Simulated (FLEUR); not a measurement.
The system is Mg.

```xyz
2
Lattice="3.2093 0.0000 0.0000 -1.6046 2.7793 0.0000 0.0000 0.0000 5.2103" Properties=species:S:1:pos:R:3 pbc="T T T"
Mg    1.6047    0.9264    3.9077
Mg    0.0000    1.8529    1.3026
```

| Property | Result |
| --- | --- |
| Program | FLEUR MaX-R8.1 (later development tree) |
| Task | single point |
| Functional | PBE |
| Potentials or basis | all-electron |
| Basis | FLAPW |
| Kmax | 3.8 1/bohr |
| k mesh | 10 × 10 × 5 |
| Occupations | fermi-dirac, width 0.05 eV |
| Spin | no spin polarisation |
| Gmax | 11.8 1/bohr |
| Muffin-tin radii | Mg 2.66 bohr |
| lmax | Mg 11 |
| Local orbitals a species | Mg 5 |
| Max iterations | 60 |
| Mixing factor | 0.05 |
| Mixer | Anderson |
| Mixer history | 15 |
| Density convergence | 1e-05 me/bohr^3 |

On this cell: largest force under 0.003 eV/Å; band gap on the k mesh none (metal or under the smearing width).

The same run follows on a disturbed copy (atoms moved at random, drawn with an rms of 0.05 Å):

```
Mg
1.0
     3.20930    0.00000    0.00000
    -1.60465    2.77934    0.00000
     0.00000    0.00000    5.21030
Mg
2
Direct
  0.67167 0.33858 0.75431
  0.33659 0.68100 0.24316
```

What does the disturbed cell give?

The energy (extrapolated to zero smearing) moves by +2.4 meV/atom; largest force 0.156 eV/Å; band gap on the k mesh none (metal or under the smearing width).

Forces on the atoms (eV/Å):
```
Mg  -0.013  0.017 -0.155
Mg   0.013 -0.017  0.155
```
